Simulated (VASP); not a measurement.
Given:

```xyz
8
Lattice="2.7173 0.0000 0.0000 -1.3587 2.3533 0.0000 0.0000 0.0000 8.8958" Properties=species:S:1:pos:R:3 pbc="T T T"
Be     0.0000     0.0000     0.0000
Be     0.0000     0.0000     4.4479
Be     1.3587     0.7844     6.6734
Be     0.0000     1.5688     2.2255
O      0.0000     0.0000     7.2248
O      0.0000     0.0000     2.7769
O      1.3587     0.7844     5.0109
O      0.0000     1.5688     0.5630
```

All values below come from PBE GGA, VASP's PBE PAW potentials (set 64) (plane waves; VASP). Run with 400 eV cut-off, 14×14×4 Γ-centred mesh, Gaussian smearing of 0.20 eV, potentials Be O.

At this cut-off the stress carries a Pulay error, which pulls relaxed volumes low. Energy and stress use the plane-wave basis of the starting cell.

### Question
The ions, cell shape and volume are relaxed. Predict the relaxed structure.

### Answer

```xyz
8
Lattice="2.6893 0.0000 0.0000 -1.3446 2.3290 0.0000 0.0000 0.0000 8.7643" Properties=species:S:1:pos:R:3 pbc="T T T"
Be     0.0000     0.0000     0.0068
Be     0.0000     0.0000     4.3890
Be     1.3446     0.7763     6.5748
Be     0.0000     1.5526     2.1927
O      0.0000     0.0000     7.1199
O      2.6893     0.0000     2.7377
O      1.3446     0.7763     4.9282
O      0.0000     1.5526     0.5460
```
Space group P6_3mc (186), at a tolerance of 0.03 Å.

### Question
How do energy and volume change from the first to the last step?

### Answer
The energy (σ→0) changes by -7.8 meV/atom and the volume by -3.5 %, in 7 ionic steps.

```json
[
 {"step": "1", "E(σ→0) (eV)": "-56.9920", "max force (eV/Å)": "0.221", "pressure (GPa)": "-9.00", "volume (Å³)": "56.88"},
 {"step": "2", "E(σ→0) (eV)": "-57.0311", "max force (eV/Å)": "0.090", "pressure (GPa)": "6.06", "volume (Å³)": "53.66"},
 {"step": "3", "E(σ→0) (eV)": "-57.0536", "max force (eV/Å)": "0.047", "pressure (GPa)": "0.07", "volume (Å³)": "54.85"},
 {"step": "4", "E(σ→0) (eV)": "-57.0536", "max force (eV/Å)": "0.043", "pressure (GPa)": "0.28", "volume (Å³)": "54.81"},
 {"step": "5", "E(σ→0) (eV)": "-57.0540", "max force (eV/Å)": "0.020", "pressure (GPa)": "0.20", "volume (Å³)": "54.83"},
 {"step": "6", "E(σ→0) (eV)": "-57.0540", "max force (eV/Å)": "0.022", "pressure (GPa)": "0.17", "volume (Å³)": "54.83"},
 {"step": "7", "E(σ→0) (eV)": "-57.0541", "max force (eV/Å)": "0.008", "pressure (GPa)": "-0.11", "volume (Å³)": "54.89"}
]
```

The structure was generated: BeO was put into an ordered model structure, which need not be its known phase. This run relaxes it. Symmetry was kept, so distortions that lower it aren't found. The run is one of a series of settings (EDIFFG = -0.01, IBRION = 2, ISIF = 3, NSW = 50 against the base run), some of them coarse on purpose.
